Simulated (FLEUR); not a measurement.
HfN: equation of state with r2SCAN

HfN:

```
Hf N
1.0
     3.13391    0.00000    0.00000
    -1.56695    2.71404    0.00000
     0.00000    0.00000    5.41677
Hf N
2 2
Direct
  0.33333 0.66667 0.25000
  0.66667 0.33333 0.75000
  0.00000 0.00000 0.50000
  0.00000 0.00000 0.00000
```

The cell comes from a database or a generator and needn't be the stable form of this composition.

```yaml
Program: FLEUR MaX-R8.1 (later development tree)
Task: equation of state
Functional: r2SCAN
Potentials_or_basis: all-electron
Basis: FLAPW
Kmax: 4.9 1/bohr
k_mesh: 10 × 10 × 5
Occupations: fermi-dirac, width 0.05 eV
Spin: no spin polarisation
Gmax: 15.2 1/bohr
Muffin-tin_radii: Hf 2.37, N 1.47 bohr
lmax: Hf 10, N 8
lnonsphr: Hf 10, N 8
Local_orbitals_a_species: Hf 4, N 3
```

```json
{"Equilibrium volume": "11.61 Å³/atom", "Bulk modulus at fixed shape and positions": "275 GPa"}
```

Energy against volume, from the lowest point:
| volume (Å³/atom) | energy (meV/atom) |
| --- | --- |
| 10.827 | 50.58 |
| 11.057 | 23.96 |
| 11.518 | 0.00 |
| 11.979 | 8.67 |
| 12.209 | 23.47 |

Caveat: the meta-GGA is that of a development version, with a GGA for the radial functions and cores and without core tails; the cell was scaled at fixed shape and fractional positions, which overstates the stiffness of a crystal with free parameters, most of all of layers and chains. Spin-orbit coupling is left out, which matters for the levels of Hf.
